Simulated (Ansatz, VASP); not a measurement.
# Two plane-wave programs on Zr

Contents of INCAR:

```
ALGO = Normal ; EDIFF = 1E-7
ENCUT = 520 ; GGA = PE
ISIF = 2 ; ISMEAR = -1
LASPH = True ; LCHARG = False
LREAL = False ; LWAVE = False
NBANDS = 19 ; NELM = 80
PREC = Accurate ; SIGMA = 0.05
```

File KPOINTS:

```
k-points
0
Gamma
  9 9 5
```

Contents of POSCAR:

```
Zr
1.0
    3.2953886421      0.0000000000      0.0000000000
   -1.6476943210      2.8538902793      0.0000000000
    0.0000000000      0.0000000000      5.2479471970
Zr
2
Direct
    0.6666666667      0.3333333333      0.7500000000
    0.3333333333      0.6666666667      0.2500000000
```

The input input.yaml:

```yaml
crystal:
  lattice:
    - [3.2953886421, 0.0, 0.0]
    - [-1.647694321, 2.8538902793, 0.0]
    - [0.0, 0.0, 5.247947197]
  atoms:
    - { symbol: Zr, position: [0.6666666667, 0.3333333333, 0.75] }
    - { symbol: Zr, position: [0.3333333333, 0.6666666667, 0.25] }
hamiltonian:
  xc: pbe
  pseudopotentials: { kind: paw }
kpoints:
  mp_grid: { grid: [9, 9, 5] }
scf:
  occupations: { method: fermi_dirac, width: 0.05 }
output:
  forces: true
  stress: true
  eigenvalues: true
  write_density: true
  write_potential: true
  elf: true
  volumetric_format: npy
```

Change from the starting cell: volume scaled by 1.06.

Alike in both runs: task single point; functional PBE; k mesh 9 × 9 × 5; occupations fermi-dirac, width 0.05 eV; no spin polarisation.

|  | VASP | Ansatz |
| --- | --- | --- |
| version | VASP 6.6.1 | Ansatz 0.2.0 |
| potentials or method | VASP PAW PBE potentials, release 64 (Zr_sv) | Ansatz PAW |
| plane-wave cutoff (eV) | 520 | 420 |
| valence electrons in the cell | 24 | 24 |

|  | VASP | Ansatz | Ansatz less VASP |
| --- | --- | --- | --- |
| gap on the k mesh at the Fermi level (eV) | none | none | - |
| pressure (GPa) | -4.6 | -4.6 | 0.00 |
| largest component of the traceless stress (GPa) | 0.26 | 0.26 | +0.002 |

A gap of «none» marks a metal or a gap that the smearing closes.
